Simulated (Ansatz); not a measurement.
# BP: the cost of one run

Method: DFT PBEsol, scalar-relativistic, plane waves, PAW, in Ansatz 0.2.0.

3 further runs of the same task are left out: 2 that didn't finish, 1 set aside as unsound or not needed.

## Step 1: The structure to begin with

The structure is cubic, space group F-43m (No. 216). Conventional cell: a = 4.520 Å, b = 4.520 Å, c = 4.520 Å, α = 90.00°, β = 90.00°, γ = 90.00°. B (site symmetry -43m) has 4 P at 1.96 Å as nearest neighbours. P (site symmetry -43m) has 4 B at 1.96 Å as nearest neighbours.

As a file:

```cif
data_structure
_symmetry_space_group_name_H-M 'F-43m'
_symmetry_Int_Tables_number 216
_cell_length_a 4.5202
_cell_length_b 4.5202
_cell_length_c 4.5202
_cell_angle_alpha 90.000
_cell_angle_beta 90.000
_cell_angle_gamma 90.000
_cell_volume 92.36
loop_
_atom_site_label
_atom_site_type_symbol
_atom_site_symmetry_multiplicity
_atom_site_Wyckoff_symbol
_atom_site_fract_x
_atom_site_fract_y
_atom_site_fract_z
_atom_site_occupancy
B1 B 4 a 0.00000 0.00000 0.00000 1
P1 P 4 d 0.25000 0.25000 0.75000 1
```

It is the result of an earlier relaxation at this level (volume 11.54 Å³/atom; gap on the mesh: 1.12 eV).

## Step 2: Building the ladder chain

A free-standing chain of the crystal's atoms, periodic along c. Atoms and period relax; energies count from the bulk, -446.7946 eV an atom.

The cell holds 2 B, 2 P: a = 10.800 Å, b = 9.300 Å, c = 3.523 Å, α = 90.00°, β = 90.00°, γ = 90.00°.

## Step 3: The relaxation run

Pressure and volume refer to the whole cell with its vacuum; only the period along c may change.

The input, input.yaml:

```yaml
crystal:
  lattice:
    - [10.8, 0.0, 0.0]
    - [0.0, 9.3, 0.0]
    - [0.0, 0.0, 3.5231259658]
  atoms:
    - { symbol: B, position: [0.4143684661, 0.5, 0.0], spin: 0.5 }
    - { symbol: P, position: [0.4143684661, 0.5, 0.5], spin: 0.5 }
    - { symbol: P, position: [0.5856315339, 0.5, 0.0], spin: 0.5 }
    - { symbol: B, position: [0.5856315339, 0.5, 0.5], spin: 0.5 }
basis:
  ecutwfc: 420
kpoints:
  mp_grid: { grid: [1, 1, 18] }
hamiltonian:
  xc: pbesol
scf:
  occupations: { method: gaussian, width: 0.05 }
output:
  forces: true
  stress: true
  eigenvalues: true
  populations: true
  write_density: true
  write_potential: true
  elf: true
  volumetric_format: npy
magnetization:
  spin_polarized: true
relax:
  adjacent_minimum: "off"
  f_tol: 0.01
  max_steps: 45
  cell: { fix: [a, b, alpha, beta, gamma], stress_tol: 0.03 }
```

The run is started by

```console
$ ansatz run input.yaml --threads 2 --pin off --max-ram 5120MiB --backend cpu --events-out ev --progress --plain --runs-dir out
```

Q: Estimate wall time and peak memory on 2 threads of Arm Neoverse V2, shared host.

About 47 s, with a peak of 0.57 GiB.
